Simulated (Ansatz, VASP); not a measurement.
One calculation of LiH, two programs

```
Li H
1.0
     0.00000    2.03675    2.03675
     2.03675    0.00000    2.03675
     2.03675    2.03675    0.00000
Li H
1 1
Cartesian
  0.0000 0.0000 0.0000
  2.0368 2.0368 2.0368
```

Alike in both runs: functional r2SCANh; k mesh 6 × 6 × 6; occupations gaussian, width 0.1 eV; no spin polarisation.

```csv
,VASP,Ansatz
version,VASP 6.6.1,Ansatz 0.2.0
potentials or method,"VASP PAW PBE potentials, release 64 (Li_sv, H)",SPMS NC
plane-wave cutoff (eV),520,816
valence electrons in the cell,4,4
task,single point,electron localisation function
```

VASP gave:

- gap on the k mesh at the Fermi level (eV): 4.23
- least direct gap on the mesh (eV): 4.23

Problem. Estimate Ansatz's values.

Solution. gap on the k mesh at the Fermi level (eV): 4.27; least direct gap on the mesh (eV): 4.27.

With one functional, cell and mesh, what is left measures potentials, basis and numerics.

Caveats: the k mesh is coarse (spacing up to 0.45 Å⁻¹), so the values aren't converged, least of all with exact exchange; the meta-GGA runs on potentials made for a GGA (Ansatz). A k mesh can miss the band edges.
